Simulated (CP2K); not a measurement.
Al: equation of state with PBEsol

**The experiment to reproduce.**

“The interpretation of polycrystalline coherent inelastic neutron scattering from aluminium”, 2013, pmc:3831299 quotes, for a bulk crystal of Al: bulk modulus 76.9 GPa.

Al:

```
Al
1.0
     2.86351    0.00000    0.00000
     1.43175    2.47987    0.00000
     1.43175    0.82662    2.33804
Al
1
Cartesian
  0.0000 0.0000 0.0000
```

```
Program             : CP2K 2026.2
Task                : equation of state
Functional          : PBEsol
Potentials or basis : POTENTIAL_UZH Al GTH-PBE-q3; TZVP-MOLOPT-PBE-GTH basis
Density cutoff      : 6123 eV
k mesh              : 11 × 11 × 11
Occupations         : fermi-dirac, width 0.05 eV
Spin                : no spin polarisation
```

- Equilibrium volume: 16.47 Å³/atom
- Bulk modulus: 81 GPa
- Pressure derivative of the bulk modulus: 4.3

Energy against volume, from the lowest point:
```tsv
volume (Å³/atom)	energy (meV/atom)
15.607	12.20
15.939	4.26
16.271	0.32
16.603	0.00
16.935	2.92
17.267	8.76
17.599	17.21
```

All runs of the series together: 3 min on 2 threads of Arm Neoverse V1 (shared host).

Measured bulk modulus of Al: 76.9 GPa (quoted in “The interpretation of polycrystalline coherent inelastic neutron scattering from aluminium”, 2013, pmc:3831299). This calculation gives 81 GPa (+5.3 %). The fit is for a static lattice scaled at fixed shape and fixed fractional positions.

Caveat: the potentials were made for another functional, which shifts forces and pressure; the basis of atomic orbitals isn't converged, which shifts pressures, moduli and gaps.
